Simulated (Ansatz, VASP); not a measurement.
# Ti2GeC: VASP beside Ansatz, part 2 of 2

One calculation is typed for both programs; each brings its own data sets. How far apart do they land? The cell is taken from a series of runs on this material, whose earlier steps may have relaxed, scaled, displaced or heated it; both programs get it as it stands.

VASP 6.6.1 and Ansatz 0.2.0.

So far: The structure; VASP: relaxation of cell and atoms, r2SCAN.

### 3. Ansatz: relaxation of cell and atoms, r2SCAN

Level of this step: Ansatz beside VASP: Kohn-Sham DFT, plane waves, r2SCAN (Ansatz).

Ansatz runs on its default PAW (the set named soft_2) files.

The same cell, functional, mesh and smearing now go to Ansatz, which takes its cutoff from its data sets.

input.yaml reads:

```yaml
crystal:
  lattice:
    - [3.0872933698, 0.0, 0.0]
    - [-1.5436466849, 2.6736744872, 0.0]
    - [0.0, 0.0, 12.91561085]
  atoms:
    - { symbol: Ti, position: [0.66666667, 0.33333333, 0.58934092] }
    - { symbol: Ti, position: [0.33333333, 0.66666667, 0.41065908] }
    - { symbol: Ti, position: [0.33333333, 0.66666667, 0.08934092] }
    - { symbol: Ti, position: [0.66666667, 0.33333333, 0.91065908] }
    - { symbol: Ge, position: [0.66666667, 0.33333333, 0.25] }
    - { symbol: Ge, position: [0.33333333, 0.66666667, 0.75] }
    - { symbol: C, position: [0.0, 0.0, 0.5] }
    - { symbol: C, position: [0.0, 0.0, 0.0] }
kpoints:
  mp_grid: { grid: [15, 15, 4] }
hamiltonian:
  xc: r2scan
scf:
  occupations: { method: methfessel_paxton, width: 0.25 }
output:
  forces: true
  stress: true
  eigenvalues: true
relax:
  adjacent_minimum: "off"
  f_tol: 0.005
  max_steps: 60
  cell: { stress_tol: 0.03 }
```

Run with:

```console
> ansatz run input.yaml --threads 4 --pin off --max-ram 16384MiB --backend cpu --events-out ev --progress --plain --runs-dir out
```

Numbers of over 12 decimals in the logs are rounded to 6 here.

The log of the run:

```text
Engine: ansatz 0.2.0, x86_64-unknown-linux-gnu
Pseudopotentials: kind: paw
Pseudopotential: Ti, paw, valence charge 12, recommended cutoff 500 eV (meta_gga), Ti.paw.azcp
Pseudopotential: Ge, paw, valence charge 14, recommended cutoff 500 eV (meta_gga), Ge.paw.azcp
Pseudopotential: C, paw, valence charge 4, recommended cutoff 500 eV (meta_gga), C.paw.azcp
Functional definition: r2SCAN
  parameter k0 = 0.174
  parameter k1 = 0.065
  parameter a1 = 4.9479
  exchange = r2scan_x(k0 = k0, k1 = k1, a1 = a1)
  correlation = r2scan_c
Crystal: 8 atoms, lattice volume = 106.611 Å³
Basis set: ecut = 500 eV, 2735 PW (Γ), exchange–correlation on 96×96×384 points (64 copies of the dense FFT grid, shifted against one another)
Bands: 51, of which v1, the nominal top of the filled ones, is band 42 counted from 1 (41 counted from 0)
Symmetry: 24 space group operations
Space group: P63/mmc (ITA 194), of the structure as read, at distance tolerance 4.7e-5 Å
k-points: 81 of 900
Non-local potential: Ti, projectors of the file, l = 0: 3, l = 1: 2, l = 2: 3, l = 3: 1
Non-local potential: Ge, projectors of the file, l = 0: 2, l = 1: 2, l = 2: 3, l = 3: 1
Non-local potential: C, projectors of the file, l = 0: 2, l = 1: 2, l = 2: 1
PAW form: soft (Blöchl's): semilocal exchange-correlation on the pseudo side does not see the compensation charge
PAW frozen core: Ti, regenerated for the run's functional (the file was generated under x = pbe(κ = 0.804, μ = 0.219515), c = pbe(β = 0.066725))
PAW frozen core: Ge, regenerated for the run's functional (the file was generated under x = pbe(κ = 0.804, μ = 0.219515), c = pbe(β = 0.066725))
PAW frozen core: C, regenerated for the run's functional (the file was generated under x = pbe(κ = 0.804, μ = 0.219515), c = pbe(β = 0.066725))
PAW one-centre angular grid: Ti, 590 points (default); XC on 160 Gauss nodes
PAW one-centre angular grid: Ge, 590 points (default); XC on 160 Gauss nodes
PAW one-centre angular grid: C, 302 points (default); XC on 239 of its mesh's 2573 points in the sphere
Initial density: superposition of atomic densities (neutral atoms: chi_scale 0, normalization atom), corrected by the library's trained network
Initial wavefunctions: pseudopotential atomic-orbital guess
Functional: x = r2scan, c = r2scan; τ floored in thin density (d = 2e-4 eV/Å³)
SCF iter   1: F=—  HF=-19133.674185 eV  |F-HF|=—  |Δ(HF+E_count)|=         —  Δρ=1.57e-2  dr2=3.18e-1  dr2_τ=3.26e-1  ethr=1.77e-3  ⟨swp⟩=4.5  Hψ=15180  notcnv=0
preconditioner: auto → Kerker (q_TF=auto, 2.622 Å⁻¹)  [metal: Δε(μ)=0.009 eV  Ē_g=14.611 eV  σ=0.250 eV  W_gap=0.03  n_scr=40 (ndim 8)  ℏωp=25.9 eV  f_vac=0.000  D(μ)=3.33/eV (n_scr^D=14)]
SCF iter   2: F=—  HF=-19133.800741 eV  |F-HF|=—  |Δ(HF+E_count)|=   1.27e-1  S|Δr|=    0.00e0  Δρ=3.89e-3  dr2=1.05e-2  dr2_τ=4.87e-3  ethr=3.79e-4  ⟨swp⟩=2.0  Hψ=8166  notcnv=0  defer=139
SCF iter   3: F=—  HF=-19133.803920 eV  |F-HF|=—  |Δ(HF+E_count)|=   3.18e-3  S|Δr|=    0.00e0  Δρ=2.37e-3  dr2=3.21e-3  dr2_τ=3.42e-4  ethr=1.24e-5  ⟨swp⟩=2.1  Hψ=5093  notcnv=0  defer=139
SCF iter   4: F=—  HF=-19133.805903 eV  |F-HF|=—  |Δ(HF+E_count)|=   1.98e-3  S|Δr|=    0.00e0  Δρ=5.44e-4  dr2=2.84e-4  dr2_τ=2.73e-5  ethr=3.82e-6  ⟨swp⟩=2.0  Hψ=6158  notcnv=0  defer=139
SCF iter   5: F=—  HF=-19133.805833 eV  |F-HF|=—  |Δ(HF+E_count)|=   7.01e-5  S|Δr|=    0.00e0  Δρ=1.76e-4  dr2=3.50e-5  dr2_τ=1.11e-6  ethr=3.38e-7  ⟨swp⟩=2.0  Hψ=6080  notcnv=0  defer=139
SCF iter   6: F=—  HF=-19133.805855 eV  |F-HF|=—  |Δ(HF+E_count)|=   2.24e-5  S|Δr|=    0.00e0  Δρ=4.98e-5  dr2=2.58e-6  dr2_τ=3.41e-7  ethr=4.17e-8  ⟨swp⟩=2.1  Hψ=6080  notcnv=0  defer=139
SCF iter   7: F=—  HF=-19133.805856 eV  |F-HF|=—  |Δ(HF+E_count)|=   8.29e-7  S|Δr|=    0.00e0  Δρ=1.87e-5  dr2=5.25e-7  dr2_τ=7.21e-9  ethr=3.07e-9  ⟨swp⟩=2.0  Hψ=5273  notcnv=0  defer=139
SCF iter   8: F=-19133.805856 eV  HF=-19133.805856 eV  |F-HF|=4.33e-9  |Δ(HF+E_count)|=   2.28e-7  S|Δr|=    0.00e0  Δρ=3.76e-6  dr2=1.77e-8  dr2_τ=3.14e-10  ethr=1.19e-10  ⟨swp⟩=8.4  Hψ=16078  notcnv=0
SCF 1 converged in 8 iterations: F = -19133.805856 eV  dr2 = 1.77e-8
  greatest PAW one-centre occupation: 1.001 electrons in one spin orbital (limit 2), on the Ti atom at site 3 (counted from 0), in its partial waves of l = 1
relax step   1: F+E_penalty+E_count = -19133.80585631 eV  Δ(F+E_penalty+E_count) = +0.000e0 eV  max|allowed force component| = 2.333e-2 eV/Å  Δτ_max = 0.0000 Å  P = -0.454 GPa  Ω = 106.611 Å³  (8 SCF iters, dr2 threshold 1.00e-7 eV, accepted)
[...]
relax step   3: F+E_penalty+E_count = -19133.80637462 eV  Δ(F+E_penalty+E_count) = -1.064e-5 eV  max|allowed force component| = 1.439e-4 eV/Å  Δτ_max = 0.0009 Å  P = +0.004 GPa  Ω = 106.348 Å³  energy of the carried Pulay correction = +1.365e-4 eV  (6 SCF iters, dr2 threshold 1.86e-8 eV, accepted)
[...]
relax step   4: F+E_penalty+E_count = -19133.80637576 eV  Δ(F+E_penalty+E_count) = -1.147e-6 eV  max|allowed force component| = 3.432e-4 eV/Å  Δτ_max = 0.0000 Å  P = -0.004 GPa  Ω = 106.351 Å³  energy of the carried Pulay correction = +1.347e-4 eV  (4 SCF iters, dr2 threshold 3.81e-9 eV, accepted)
[...]
relax step   5: F+E_penalty+E_count = -19133.80622334 eV  Δ(F+E_penalty+E_count) = +1.524e-4 eV  max|allowed force component| = 3.300e-4 eV/Å  Δτ_max = 0.0000 Å  P = -0.004 GPa  Ω = 106.351 Å³  stress off target by 8.41e-3 GPa  SCF on the basis re-selected at this cell (its energy is not comparable with the rows above)  (5 SCF iters)
basis re-selected at this cell: Δ(F+E_penalty+E_count) = +1.524e-4 eV, ΔP = -0.001 GPa vs the last step (what re-selecting the basis moved, of the pressure what is left beyond the Pulay correction that the steps carried, after the strain that the cell walked since its last selection, with what the two solves' SCF thresholds leave and, on support functions, any second-order correction that the steps lacked; it is no m [...]
SCF converged after 5 iterations
Stability not checked: this state was not tested for a lower state beside it, because cold or Methfessel-Paxton smearing, or corrected tetrahedra, fill the levels in a way that the test cannot read (fill_not_monotonic; see scf.lower_state_search)
Free energy (F): -19133.806223 eV
Harris-Foulkes:  -19133.806223 eV  (|F-HF|=7.28e-12)
Internal energy: -19133.800179 eV  (E = F + TS)
E sigma→0 (E₀):  -19133.804712 eV
Entropy (-TS):   -0.006044 eV (-0.756 meV/atom)
Fermi energy:    14.261236 eV
--- Per-component energies (eV) ---
  E_band       = -760.550928
  E_kinetic    = 1498.948762
  E_local      = -7243.526816  (includes V_loc(G=0)·N_el)
  E_nonlocal   = 914.835244
  E_hartree    = 3102.066610
  E_xc         = -612.223992
  E_vxc        = -808.507385  (∫ρ·V_xc dr)
  E_paw        = -8492.533717  (= ΣΔE_a)
  E_vpaw       = -1377.791714  (= ΣTr[D̂ρ^β])
  E_aug_tail   = 0.000413  (compensation charges beyond the density's cutoff)
  E_vtau       = 51.357094  (kinetic-family band-sum trace: ∫τ·v_τ [+ j·A + Jᵃ·Aᵃ] dr)
  E_ewald      = -8298.131776
  E_core_change = -3.234908  (= ΣΔE_core)
  E_smearing   = -0.006044  (= −TS)
  E_closure    = -0.000000  (closes the sum)
  Σ components = -19133.806223   (vs F -19133.806223, Δ=0.00e0)
--- Forces (eV/Å), atoms counted from 1 ---
  atom   1  Ti    -0.00000000    -0.00000000    -0.00033003
  atom   2  Ti     0.00000000     0.00000000     0.00033003
  atom   3  Ti    -0.00000000     0.00000000    -0.00033003
  atom   4  Ti     0.00000000    -0.00000000     0.00033003
  atom   5  Ge     0.00000000    -0.00000000     0.00000000
  atom   6  Ge     0.00000000     0.00000000    -0.00000000
  atom   7  C      0.00000000    -0.00000000    -0.00000000
  atom   8  C      0.00000000    -0.00000000     0.00000000
  max |Σ_I F_I| component: 6.48e-17 eV/Å
--- Stress (GPa, compression-positive) ---
       -0.002424      -0.000000      -0.000000
       -0.000000      -0.002424       0.000000
       -0.000000       0.000000      -0.008415
  P = ⅓ Tr σ = -0.0044 GPa (-0.044 kbar)
--- Band table (eV; the first three rows and the last of 81) ---
  k-point 0: bands = [... 38 lower, 14.3144, 14.8105, 14.8212, 14.8212, 14.8852, 14.8852, 15.4888, 15.4888, ... 5 higher]
  k-point 1: bands = [... 38 lower, 14.4154, 14.7570, 14.8309, 14.8309, 14.8760, 14.8760, 15.5221, 15.5221, ... 5 higher]
  k-point 2: bands = [... 38 lower, 14.6079, 14.6079, 14.8537, 14.8537, 14.8537, 14.8537, 15.6078, 15.6078, ... 5 higher]
  k-point 80: bands = [... 38 lower, 11.3917, 11.3917, 11.8893, 11.8893, 14.3158, 14.3158, 15.3428, 15.3428, ... 5 higher]
--- Relaxed structure (4 steps of the walk, 4 accepted, 1 SCFs on fresh bases) ---
  F+E_penalty+E_count = -19133.80622334 eV   max|allowed force component| = 3.300e-4 eV/Å   (the final SCF, on the basis selected at the relaxed cell)
  cell:  # Å, volume = 106.3510 Å³
    - [3.084401, 0, 0]
    - [-1.542201, 2.671170, 0]
    - [3.5909703589357303e-19, 0, 12.908303]
  atoms:
    - { symbol: Ti, position: [0.666667, 0.333333, 0.589321] }
    - { symbol: Ti, position: [0.333333, 0.666667, 0.410679] }
    - { symbol: Ti, position: [0.333333, 0.666667, 0.089321] }
    - { symbol: Ti, position: [0.666667, 0.333333, 0.910679] }
    - { symbol: Ge, position: [0.666667, 0.333333, 0.25] }
    - { symbol: Ge, position: [0.333333, 0.666667, 0.75] }
    - { symbol: C, position: [0, 0, 0.5] }
    - { symbol: C, position: [0, 0, 0] }
```

### 4. Side by side

Known differences besides the potentials themselves: VASP keeps PBE cores, Ansatz makes them for the functional; the cutoff is 500 eV in Ansatz and 660 eV in VASP; Ansatz adds a Pulay correction to the stress that steers its cell, VASP none; in our runs with r2SCAN, forces from VASP's data set Ti_sv part from Ansatz's all-electron ones, so neither program is the reference here. Total energies have different zeros and are not compared.

The two programs side by side:

```
                                         quantity  Ansatz    VASP  difference
                                      volume (Å³)  106.35  106.53     -0.17 %
edge a after relaxation, in the typed setting (Å)   3.084   3.087     -0.08 %
edge c after relaxation, in the typed setting (Å)  12.908  12.908     +0.00 %
```

### 5. Summary of results

```yaml
difference_in_volume_relaxation_of_cell_and_atoms_r2scan: -0.17 %
```

The difference in volume is -0.17 % (relaxation of cell and atoms, r2SCAN), within the 1.2 % picked in this series as the mark of a large difference, as far as the stopping tolerances let one tell. How closely two codes agree says nothing of how well the functional describes the real material.

[Lines on the potential files, build, host, timing and source positions are cut from VASP's logs without a mark.]

[Logs are printed without paths, hosts, clocks, repeated set-up lines and the standing remarks that a program may print on its own settings, such as how far it seeks lower states.]

[Hosts, paths, dates, database ids (printed as entryN), source tags and the programs' standing remarks are cut or masked in the printed files.]
